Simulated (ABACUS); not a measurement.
## C under changes of volume

One of the cells (10.908 Å³/atom); the others are scaled copies at fixed shape and fractional positions:

```
C
1.0
     1.23319    0.71198    8.28262
    -1.23319    0.71198    8.28262
     0.00000   -1.42396    8.28262
C
4
Direct
  0.08717 0.08717 0.08717
  0.75385 0.75385 0.75385
  0.24615 0.24615 0.24615
  0.91283 0.91283 0.91283
```

This isn't the form of C at room conditions, which is graphite.

- Program: ABACUS 3.10.1
- Functional: PBE
- Potentials or basis: PseudoDojo NC SR 0.4.1 PBE standard
- Cutoff: 1361 eV
- Density cutoff: 5442 eV
- Basis: DZP LCAO (the cutoffs set its grid)
- k mesh: 12 × 12 × 12
- Occupations: fermi-dirac, width 0.05 eV
- Spin: no spin polarisation

| volume (Å³/atom) | energy over the lowest point (meV/atom) | pressure (GPa) | gap on the mesh (eV) | largest force (eV/Å) |
| --- | --- | --- | --- | --- |
| 10.254 | ? | ? | ? | ? |
| 10.472 | 22.28 | 12.9 | 0.20 | 0.010 |
| 10.690 | 8.29 | 7.7 | 0.19 | 0.007 |
| 10.908 | 1.06 | 3.0 | 0.18 | 0.004 |
| 11.126 | 0.00 | -1.4 | 0.18 | 0.003 |
| 11.345 | 4.59 | -5.3 | 0.17 | 0.003 |
| 11.563 | 14.35 | -8.9 | 0.17 | 0.003 |

What does the run at 10.254 Å³/atom give?

Energy over the lowest point 43.69 meV/atom; pressure 18.6 GPa; gap on the mesh 0.20 eV; largest force 0.013 eV/Å.

Worked out: A Birch-Murnaghan fit of order 3 (a polynomial in V^(-2/3)) to the other rows has its minimum at 11.06 Å³/atom with B0 = V·E''(V) = 216 GPa and B' = 3.6 at fixed shape and positions, which overstates the stiffness. It gives 43.65 meV/atom at 10.254 Å³/atom, against the run's 43.69, and -dE/dV = 18.6 GPa, against 18.6. A straight line through the other rows of the gap, of slope -0.304 eV per unit of ln V (its deformation potential), extrapolates to 0.20 eV, against the run's 0.20.

Energies are extrapolated to zero smearing.

Caveats: the atomic orbitals were generated for these runs and aren't a published set; the basis of atomic orbitals isn't converged, which shifts pressures, moduli and gaps.

A mesh can miss the band edges.
